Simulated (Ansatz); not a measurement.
The calculation used DFT PBE+D3(BJ), scalar-relativistic, plane waves, PAW in Ansatz. Settings: cutoff 420 eV, Γ-centred meshes spaced at most about 0.3 Å⁻¹ (2π included), Gaussian smearing. No spin polarisation.

All energies are static (0 K, no zero-point motion).

Two forms of NaCl were relaxed alike.

A.

```
CELL_PARAMETERS angstrom
3.43099 0.00000 0.00000
0.00000 3.43099 0.00000
0.00000 0.00000 3.43099
ATOMIC_POSITIONS crystal
Na 0.00000 0.00000 0.00000
Cl 0.50000 0.50000 0.50000
```

B.

```
CELL_PARAMETERS angstrom
4.57956 0.00000 0.00000
0.00000 5.57722 0.00000
-2.09341 0.00000 4.14229
ATOMIC_POSITIONS crystal
Na 0.33030 0.75000 0.17273
Na 0.66970 0.25000 0.82727
Cl 0.67134 0.75000 0.82411
Cl 0.32866 0.25000 0.17589
```

Question: Which is lower in energy, and by how much?

Answer: B is lower, by 63 meV/atom. A has the caesium chloride type, space group Pm-3m (No. 221), 20.2 Å³/atom and a gap of 4.19 eV on its mesh; B has space group P2_1/m (No. 11), 26.4 Å³/atom and a gap of 4.86 eV. Counting Cl atoms around Na (those within 1.25 times the shortest such distance or 1.15 times the sum of covalent radii), A has Na 8 and B has Na 5. The lower one is the more open, so pressure narrows the difference. In A, Na is surrounded by 8 Cl at 2.97 Å and 6 Na at 3.43 Å; Cl has 8 Na at 2.97 Å and 6 Cl at 3.43 Å. In B, Na is surrounded by 5 Cl at 2.71–2.79 Å; around Cl lie 5 Na at 2.71–2.79 Å. Origin: A, reached from a cell as deposited in COD; B, invented, then shaken at random and relaxed again. The lowest form computed isn't among them: it has the rock salt type, space group Fm-3m (No. 225), 21.7 Å³/atom, is reached from a Materials Project cell and lies 76 meV/atom below the best shown. The higher one, A, is the form on record in the Crystallography Open Database, so temperature, pressure or the functional's error must bridge the margin. Checks on B: no imaginary mode on a 2×1×2 q mesh.

Kohn–Sham gaps at this level usually fall short of measured ones. Some types were kept out of the candidates beforehand, so the set may lack a known form.
